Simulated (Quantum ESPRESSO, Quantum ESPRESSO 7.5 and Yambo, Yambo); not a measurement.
**Beyond one shot: AlN (F-43m)**

Wanted: G0W0 and self-consistent gaps of AlN (F-43m), with the cost of the cycles.

Main program and level: Quantum ESPRESSO 7.5 and Yambo 5.3.0; PBE and many-body steps on it, plane waves.

This is a report of a sequence of runs, with most program output left out.

## 1. The structure

Symmetry: F-43m, No. 216, cubic system. Conventional cell: a = 4.368 Å, b = 4.368 Å, c = 4.368 Å, α = 90.00°, β = 90.00°, γ = 90.00°. Nearest to Al lie 4 N at 1.89 Å. N has 4 Al at 1.89 Å nearest. Farther neighbours and most contacts between anions are not listed.

Structure file:

```cif
data_structure
_symmetry_space_group_name_H-M 'F-43m'
_symmetry_Int_Tables_number 216
_cell_length_a 4.3680
_cell_length_b 4.3680
_cell_length_c 4.3680
_cell_angle_alpha 90.000
_cell_angle_beta 90.000
_cell_angle_gamma 90.000
_cell_volume 83.34
loop_
_atom_site_label
_atom_site_type_symbol
_atom_site_symmetry_multiplicity
_atom_site_Wyckoff_symbol
_atom_site_fract_x
_atom_site_fract_y
_atom_site_fract_z
_atom_site_occupancy
Al1 Al 4 a 0.00000 0.00000 0.00000 1
N1 N 4 c 0.25000 0.25000 0.25000 1
```

The cell and positions are those that the Materials Project relaxed with its own functionals (PBE, PBE+U or r2SCAN), kept fixed. This is not the form that AlN usually takes at ambient conditions.

## 2. Empty states on the mesh, 4×4×4 mesh, 51 bands

This step: Quantum ESPRESSO 7.5; DFT, PBE, plane waves, norm-conserving pseudopotentials.

The sums over transitions need many empty states on a uniform mesh; this step solves for them.

Input file pw.in:

```
&control
  calculation = 'nscf'
  prefix = 'x'
  outdir = 'o'
  pseudo_dir = 'pseudo'
/
&system
  ibrav = 0
  nat = 2
  ntyp = 2
  ecutwfc = 72.0
  nbnd = 51
  force_symmorphic = .true.
/
&electrons
  conv_thr = 1e-9
  electron_maxstep = 80
  diago_full_acc = .true.
  diago_thr_init = 5e-6
/
ATOMIC_SPECIES
  Al 26.982 Al.upf
  N 14.007 N.upf
CELL_PARAMETERS angstrom
  -0.0000000000 2.1839935596 2.1839935596
  2.1839935596 -0.0000000000 2.1839935596
  2.1839935596 2.1839935596 -0.0000000000
ATOMIC_POSITIONS crystal
  Al 0.0000000000 0.0000000000 0.0000000000
  N 0.7500000000 0.7500000000 0.7500000000
K_POINTS automatic
  4 4 4 0 0 0
```

On the command line:

```sh
> OMP_NUM_THREADS=1 mpirun -n 8 pw.x -nk 4 -in pw.in > pw.out
```

Wall time 1.2 s (8 MPI ranks of Arm Neoverse V1, shared host); peak memory 0.05 GiB; 8.7 s of CPU time.

This step gave:

```yaml
gap: 3.325 eV
k_of_the_valence_top: 0, 0, 0
k_of_the_conduction_bottom: 0, -0.5, -0.5
least_direct_gap: 4.192 eV
k_points_computed: 8
lowest_point_of_the_top_converged_band_above_the_valence_top: 80.5799 eV
```

On this mesh the gap is 3.325 eV.

The density comes from a self-consistent run that is not shown.

## 3. Conversion and set-up

This step: Yambo 5.3.0; conversion and set-up on PBE, plane waves, norm-conserving pseudopotentials.

The states are converted to the many-body program's format and the q mesh is built.

On the command line:

```sh
> (cd o/x.save; p2y > p2y.log; mv SAVE ../..); yambo > setup.log
```

Run time: 2 s. Hardware: 1 MPI rank; peak memory 0.23 GiB.

## 4. G0W0

Now the one-shot GW correction: screening in the RPA, then the self-energy of the levels asked for.

This step: G0W0 on PBE, plane waves, norm-conserving pseudopotentials.

Input file gw1.in:

```
HF_and_locXC
gw0
dyson
ppa
em1d
rim_cut
RandQpts= 1000000
RandGvec= 1 RL
EXXRLvcs= 72 Ry
VXCRLvcs= 288 Ry
Chimod= "HARTREE"
% BndsRnXp
 1 | 51 |
%
NGsBlkXp= 9.5 Ry
% LongDrXp
 1 | 1 | 1 |
%
% GbndRnge
 1 | 51 |
%
DysSolver= "n"
ExtendOut
PPAPntXp= 27.21138 eV
% QPkrange
 1 | 8 | 2 | 8 |
%
```

On the command line:

```sh
> OMP_NUM_THREADS=1 mpirun -n 8 yambo -F gw1.in -J gw1 -C gw1 > gw1.log
```

Wall time 20 s (8 MPI ranks); peak memory 2.3 GiB; 2.5 min of CPU time.

This step gave:

```
G0W0 gap on the mesh                         : 4.350 eV
starting gap on the mesh                     : 3.325 eV
k of the valence top                         : 0, 0, 0
k of the conduction bottom                   : 0, -0.5, -0.5
least direct G0W0 gap on the computed points : 5.509 eV
Z at the valence top                         : 0.7938
Z at the conduction bottom                   : 0.8391
```

The gap on the mesh goes from 3.32 eV to 4.35 eV, a correction of +1.03 eV.

## 5. evGW0, cycle 1

This step: evGW0 on PBE, plane waves, norm-conserving pseudopotentials.

gw2.in, as its differences from gw1.in of step 4:

```diff
@@ -27 +27,2 @@
 %
+GfnQPdb= "E < ./gw1/ndb.QP"
```

On the command line:

```sh
> OMP_NUM_THREADS=1 mpirun -n 8 yambo -F gw2.in -J gw2,gw1_W -C gw2 > gw2.log
```

Run time: 17 s. Hardware: 8 MPI ranks; peak memory 2.2 GiB; 2.3 min of CPU time.

This step gave:

| Quantity | Value |
| --- | --- |
| quasiparticle gap on the mesh | 4.497 eV |
| gap of the density functional on the mesh | 3.325 eV |
| k of the valence top | 0, 0, 0 |
| k of the conduction bottom | 0, -0.5, -0.5 |
| least direct quasiparticle gap on the computed points | 5.683 eV |
| Z at the valence top | 0.7983 |
| Z at the conduction bottom | 0.8502 |

Against G0W0 in Yambo (4×4×4 mesh, 51 bands, screening to 129.3 eV, Godby-Needs plasmon pole), the gap moves by +0.147 eV.

The program's own table gives 4.650 eV, which is too large where the input levels are shifted: this version takes Σc at the unshifted level E₀, yet steps from the shifted one. The value above is the Newton step from E₀, E₀ + Z(Σc + Σx − Vxc), rebuilt from the printed columns.

## 6. evGW0, cycle 2

The corrected levels of the last cycle go back in.

gw3.in, as its differences from gw2.in of step 5:

```diff
@@ -27,2 +27,2 @@
 %
-GfnQPdb= "E < ./gw1/ndb.QP"
+GfnQPdb= "E < ./gw2_fix/ndb.QP"
```

On the command line:

```sh
> OMP_NUM_THREADS=1 mpirun -n 8 yambo -F gw3.in -J gw3,gw1_W -C gw3 > gw3.log
```

Wall time 17 s (8 MPI ranks); peak memory 2.2 GiB; 2.3 min of CPU time.

This step gave:

* quasiparticle gap on the mesh: 4.516 eV
* gap of the density functional on the mesh: 3.325 eV
* k of the valence top: 0, 0, 0
* k of the conduction bottom: 0, -0.5, -0.5
* least direct quasiparticle gap on the computed points: 5.706 eV

Against the cycle before, the gap moves by +0.019 eV.

The program's own table gives 4.690 eV, which is too large where the input levels are shifted: this version takes Σc at the unshifted level E₀, yet steps from the shifted one. The value above is the Newton step from E₀, E₀ + Z(Σc + Σx − Vxc), rebuilt from the printed columns.

## 7. evGW0, cycle 3

gw4.in, as its differences from gw3.in of step 6:

```diff
@@ -27,2 +27,2 @@
 %
-GfnQPdb= "E < ./gw2_fix/ndb.QP"
+GfnQPdb= "E < ./gw3_fix/ndb.QP"
```

On the command line:

```sh
> OMP_NUM_THREADS=1 mpirun -n 8 yambo -F gw4.in -J gw4,gw1_W -C gw4 > gw4.log
```

Run time: 17 s. Hardware: 8 MPI ranks; peak memory 2.2 GiB.

This step gave:

```yaml
quasiparticle_gap_on_the_mesh: 4.519 eV
gap_of_the_density_functional_on_the_mesh: 3.325 eV
k_of_the_valence_top: 0, 0, 0
k_of_the_conduction_bottom: 0, -0.5, -0.5
least_direct_quasiparticle_gap_on_the_computed_points: 5.709 eV
```

Against the cycle before, the gap moves by +0.003 eV.

The program's own table gives 4.695 eV, which is too large where the input levels are shifted: this version takes Σc at the unshifted level E₀, yet steps from the shifted one. The value above is the Newton step from E₀, E₀ + Z(Σc + Σx − Vxc), rebuilt from the printed columns.

## 8. evGW, cycle 1

This step: evGW on PBE, plane waves, norm-conserving pseudopotentials.

gw5.in, as its differences from gw4.in of step 7:

```diff
@@ -27,2 +27,3 @@
 %
-GfnQPdb= "E < ./gw3_fix/ndb.QP"
+GfnQPdb= "E < ./gw1/ndb.QP"
+XfnQPdb= "E < ./gw1/ndb.QP"
```

On the command line:

```sh
> OMP_NUM_THREADS=1 mpirun -n 8 yambo -F gw5.in -J gw5 -C gw5 > gw5.log
```

Elapsed: 20 s, on 8 MPI ranks; peak memory 2.3 GiB.

Numbers from this step:

* quasiparticle gap on the mesh: 4.772 eV
* gap of the density functional on the mesh: 3.325 eV
* k of the valence top: 0, 0, 0
* k of the conduction bottom: 0, -0.5, -0.5
* least direct quasiparticle gap on the computed points: 5.960 eV

Against G0W0 in Yambo (4×4×4 mesh, 51 bands, screening to 129.3 eV, Godby-Needs plasmon pole), the gap moves by +0.422 eV.

The program's own table gives 4.912 eV, which is too large where the input levels are shifted: this version takes Σc at the unshifted level E₀, yet steps from the shifted one. The value above is the Newton step from E₀, E₀ + Z(Σc + Σx − Vxc), rebuilt from the printed columns.

## 9. evGW, cycle 2

gw6.in, as its differences from gw5.in of step 8:

```diff
@@ -27,3 +27,3 @@
 %
-GfnQPdb= "E < ./gw1/ndb.QP"
-XfnQPdb= "E < ./gw1/ndb.QP"
+GfnQPdb= "E < ./gw5_fix/ndb.QP"
+XfnQPdb= "E < ./gw5_fix/ndb.QP"
```

On the command line:

```sh
> OMP_NUM_THREADS=1 mpirun -n 8 yambo -F gw6.in -J gw6 -C gw6 > gw6.log
```

Run time: 20 s. Hardware: 8 MPI ranks; peak memory 2.3 GiB; 2.6 min of CPU time.

Numbers from this step:

```
quasiparticle gap on the mesh                         : 4.904 eV
gap of the density functional on the mesh             : 3.325 eV
k of the valence top                                  : 0, 0, 0
k of the conduction bottom                            : 0, -0.5, -0.5
least direct quasiparticle gap on the computed points : 6.097 eV
```

Against the cycle before, the gap moves by +0.131 eV.

The program's own table gives 5.091 eV, which is too large where the input levels are shifted: this version takes Σc at the unshifted level E₀, yet steps from the shifted one. The value above is the Newton step from E₀, E₀ + Z(Σc + Σx − Vxc), rebuilt from the printed columns.

## 10. evGW, cycle 3

gw7.in, as its differences from gw6.in of step 9:

```diff
@@ -27,3 +27,3 @@
 %
-GfnQPdb= "E < ./gw5_fix/ndb.QP"
-XfnQPdb= "E < ./gw5_fix/ndb.QP"
+GfnQPdb= "E < ./gw6_fix/ndb.QP"
+XfnQPdb= "E < ./gw6_fix/ndb.QP"
```

On the command line:

```sh
> OMP_NUM_THREADS=1 mpirun -n 8 yambo -F gw7.in -J gw7 -C gw7 > gw7.log
```

Wall time 20 s (8 MPI ranks); peak memory 2.3 GiB.

Numbers from this step:

```yaml
quasiparticle_gap_on_the_mesh: 4.936 eV
gap_of_the_density_functional_on_the_mesh: 3.325 eV
k_of_the_valence_top: 0, 0, 0
k_of_the_conduction_bottom: 0, -0.5, -0.5
least_direct_quasiparticle_gap_on_the_computed_points: 6.135 eV
```

Against the cycle before, the gap moves by +0.032 eV.

The program's own table gives 5.137 eV, which is too large where the input levels are shifted: this version takes Σc at the unshifted level E₀, yet steps from the shifted one. The value above is the Newton step from E₀, E₀ + Z(Σc + Σx − Vxc), rebuilt from the printed columns.

## 11. evGW, cycle 4

gw8.in, as its differences from gw7.in of step 10:

```diff
@@ -27,3 +27,3 @@
 %
-GfnQPdb= "E < ./gw6_fix/ndb.QP"
-XfnQPdb= "E < ./gw6_fix/ndb.QP"
+GfnQPdb= "E < ./gw7_fix/ndb.QP"
+XfnQPdb= "E < ./gw7_fix/ndb.QP"
```

On the command line:

```sh
> OMP_NUM_THREADS=1 mpirun -n 8 yambo -F gw8.in -J gw8 -C gw8 > gw8.log
```

Run time: 20 s. Hardware: 8 MPI ranks; peak memory 2.3 GiB; 2.6 min of CPU time.

Numbers from this step:

```yaml
quasiparticle_gap_on_the_mesh: 4.949 eV
gap_of_the_density_functional_on_the_mesh: 3.325 eV
k_of_the_valence_top: 0, 0, 0
k_of_the_conduction_bottom: 0, -0.5, -0.5
least_direct_quasiparticle_gap_on_the_computed_points: 6.146 eV
```

Against the cycle before, the gap moves by +0.013 eV.

The program's own table gives 5.153 eV, which is too large where the input levels are shifted: this version takes Σc at the unshifted level E₀, yet steps from the shifted one. The value above is the Newton step from E₀, E₀ + Z(Σc + Σx − Vxc), rebuilt from the printed columns.

## 12. evGW, cycle 5

gw9.in, as its differences from gw8.in of step 11:

```diff
@@ -27,3 +27,3 @@
 %
-GfnQPdb= "E < ./gw7_fix/ndb.QP"
-XfnQPdb= "E < ./gw7_fix/ndb.QP"
+GfnQPdb= "E < ./gw8_fix/ndb.QP"
+XfnQPdb= "E < ./gw8_fix/ndb.QP"
```

On the command line:

```sh
> OMP_NUM_THREADS=1 mpirun -n 8 yambo -F gw9.in -J gw9 -C gw9 > gw9.log
```

Run time: 20 s. Hardware: 8 MPI ranks; peak memory 2.3 GiB.

Numbers from this step:

```yaml
quasiparticle_gap_on_the_mesh: 4.953 eV
gap_of_the_density_functional_on_the_mesh: 3.325 eV
k_of_the_valence_top: 0, 0, 0
k_of_the_conduction_bottom: 0, -0.5, -0.5
least_direct_quasiparticle_gap_on_the_computed_points: 6.150 eV
```

Against the cycle before, the gap moves by +0.004 eV.

The program's own table gives 5.159 eV, which is too large where the input levels are shifted: this version takes Σc at the unshifted level E₀, yet steps from the shifted one. The value above is the Newton step from E₀, E₀ + Z(Σc + Σx − Vxc), rebuilt from the printed columns.

## 13. The runs together

Times are wall times on 8 MPI ranks of Arm Neoverse V1, shared host, good to a factor of about two.

```tsv
run	mesh	bands	screening cutoff (eV)	DFT gap (eV)	gap on the mesh (eV)	direct (eV)	time
G0W0	4×4×4	51	129.3	3.325	4.350	5.509	20 s
evGW0, cycle 1	4×4×4	51	129.3	3.325	4.497	5.683	17 s
evGW0, cycle 2	4×4×4	51	129.3	3.325	4.516	5.706	17 s
evGW0, cycle 3	4×4×4	51	129.3	3.325	4.519	5.709	17 s
evGW, cycle 1	4×4×4	51	129.3	3.325	4.772	5.960	20 s
evGW, cycle 2	4×4×4	51	129.3	3.325	4.904	6.097	20 s
evGW, cycle 3	4×4×4	51	129.3	3.325	4.936	6.135	20 s
evGW, cycle 4	4×4×4	51	129.3	3.325	4.949	6.146	20 s
evGW, cycle 5	4×4×4	51	129.3	3.325	4.953	6.150	20 s
```

## 14. Results

| Item | Value |
| --- | --- |
| G0W0 | 4.350 eV |
| evGW0, cycle 1 | 4.497 eV |
| evGW0, cycle 2 | 4.516 eV |
| evGW0, cycle 3 | 4.519 eV |
| evGW, cycle 1 | 4.772 eV |
| evGW, cycle 2 | 4.904 eV |
| evGW, cycle 3 | 4.936 eV |
| evGW, cycle 4 | 4.949 eV |
| evGW, cycle 5 | 4.953 eV |
| known limits | not at the basis limit; coarse k mesh |

**Reading.** evGW0 ends at 4.52 eV, +0.17 eV from G0W0, after 3 cycles that took 52 s beside the first screening; the last moved the gap by 0.003 eV. evGW ends at 4.95 eV, +0.60 eV from G0W0, after 5 cycles that took 1.7 min beside the first screening; the last moved the gap by 0.004 eV. Bands and cutoff are finite, so the gap is not at the basis limit. The miss can reach some tenths of an eV and take either sign; the mesh is an error of its own. The 4×4×4 mesh is coarse for this cell, which bears on the long-range parts of exchange and screening.

[Paths, hosts, dates, memory and timing lines, banners, echoed tables and standing remarks are left out of the program output.]

[Logs are printed without paths, hosts, clocks, repeated set-up lines and the standing remarks that a program may print on its own settings, such as how far it seeks lower states.]

[Runs of the session that timed out or met a known fault of the program may be left out.]

[Hosts, paths, dates, database ids (printed as entryN), source tags and the programs' standing remarks are cut or masked in the printed files.]
